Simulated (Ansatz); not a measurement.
## MgS: a bulk modulus from differences

It was relaxed at this level from a cell as deposited in COD.

All numbers below come from DFT PBE, scalar-relativistic, plane waves, PAW in Ansatz. Plane waves to 420 eV, an 8×8×8 mesh through Γ for the 2-atom cell and 0.02 eV Gaussian smearing; no spin polarisation.

```yaml
crystal:
  lattice:
    - [0.00000, 2.61486, 2.61486]
    - [2.61486, 0.00000, 2.61486]
    - [2.61486, 2.61486, 0.00000]
  atoms:
    - { symbol: Mg, position: [0.00000, 0.00000, 0.00000] }
    - { symbol: S, position: [0.50000, 0.50000, 0.50000] }
```

The cell was set to several volumes, with shape and atoms relaxed at each where symmetry leaves them free. Pressure is positive in compression, and energies count from the lowest row.

| row | V (Å³/atom) | P (GPa) | ΔE (meV/atom) | gap on mesh (eV) |
| --- | --- | --- | --- | --- |
| 1 | 15.734 | 12.27 | 73.8 | 3.02 |
| 2 | 16.270 | ? | ? | ? |
| 3 | 16.806 | 5.20 | 16.5 | 2.89 |
| 4 | 17.343 | 2.40 | 3.9 | 2.82 |
| 5 | 17.879 | 0.00 | 0.0 | 2.76 |
| 6 | 18.415 | -2.05 | 3.5 | 2.69 |
| 7 | 18.952 | -3.82 | 13.4 | 2.63 |
| 8 | 19.667 | -5.80 | 35.1 | 2.55 |

Task: Find B = −V·ΔP/ΔV from rows 4 and 6 and from rows 1 and 3, and from the two its slope B′ and its value B0 at zero pressure.

Result: Rows 4 and 6 give −(17.343 + 18.415)/2 × (-2.05 − (2.40))/(18.415 − 17.343) = 74.2 GPa at a mean pressure of 0.18 GPa. Rows 1 and 3 give −(15.734 + 16.806)/2 × (5.20 − (12.27))/(16.806 − 15.734) = 107.3 GPa at a mean pressure of 8.73 GPa. So B′ = (107.3 − 74.2)/(8.73 − (0.18)) = 3.87 and B0 = 74.2 − 3.87 × (0.18) = 73.5 GPa. A third-order Birch–Murnaghan fit to all the energies gives B0 = 73.9 GPa and B′ = 4.1.

Task: Estimate the pressure and energy of row 2.

Result: From row 5, V0 = 17.879 × (1 + (0.00)/73.5) = 17.879 Å³/atom. Murnaghan's form P = (B0/B′)·[(V0/V)^B′ − 1] gives (73.5/3.87) × [(17.879/16.270)^3.87 − 1] = 8.37 GPa; the computed pressure is 8.46 GPa, so the estimate is off by -0.09 GPa. The work of compression from row 3, with the mean of the two pressures, gives ΔE = 16.5 + (8.37 + 5.20)/2 × (16.806 − 16.270)/160.2 × 1000 = 39.2 meV/atom (1 eV/Å³ = 160.2 GPa); the computed value is 39.2 meV/atom.

Task: Fit the gap against pressure through the other rows and estimate it at the computed pressure of row 2.

Result: Over the 7 rows the mean pressure is 1.1714 GPa and the mean gap is 2.766 eV. The sums of products of deviations are S_xx = 226.2 and S_xy = 5.821, so the slope is 5.821/226.2 = 0.02573 (r = 0.99, rms misfit 0.02 eV). At 8.46 GPa the line gives 2.766 + (0.02573) × (8.46 − 1.1714) = 2.95 eV. The computed value is 2.95 eV, so the line is off by 0.00 eV, no more than the largest miss among the fitted rows (0.04 eV).

Kohn–Sham gaps at this level usually fall short of measured ones. All volumes keep the k mesh of the relaxed cell. A later test with randomly moved atoms came back to the same energy, though modes that don't fit the test's cell weren't probed.
